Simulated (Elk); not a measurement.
The cell is the one relaxed in the Materials Project (mp-1059256), not relaxed further here; entries there can be hypothetical.

A run on Pr: DFT, AM05, all-electron APW+lo, Dirac cores, scalar-relativistic bands (Elk 11.2.3 with local patches). The input:

```
tasks
  0
  110
  115
  15

xctype
  30

rgkmax
  8.0

gmaxvr
  16.0

lmaxapw
  10

lmaxo
  7

lmaxi
  3

nrmtscf
  2.0

nempty
  8

epspot
  1e-06

epsengy
  1e-05

maxscl
  120

hmaxvr
  6.0

lradstp
  4

swidth
  0.003

reducebf
  0.5

spinpol
  .true.

tforce
  .true.

sppath
  './'

avec
  3.57799061636 -6.21283972979 0.00000000000
  3.57799061636 6.21283972979 0.00000000000
  0.00000000000 0.00000000000 11.24619858411

atoms
  1
  'Pr.in'
  2
  0.834638470000 0.165361530000 0.750000000000   0.000 0.000 -0.500
  0.165361530000 0.834638470000 0.250000000000   0.000 0.000 -0.500

ngridk
  9 9 5
```

Sphere radii set in the species files: Pr 2.80 bohr.

Messages:

```
Error(init0): requested spin-polarised run with spin-unpolarised
 exchange-correlation functional
```

Can this result be used?

No result was made: Error(init0): requested spin-polarised run with spin-unpolarised exchange-correlation functional.
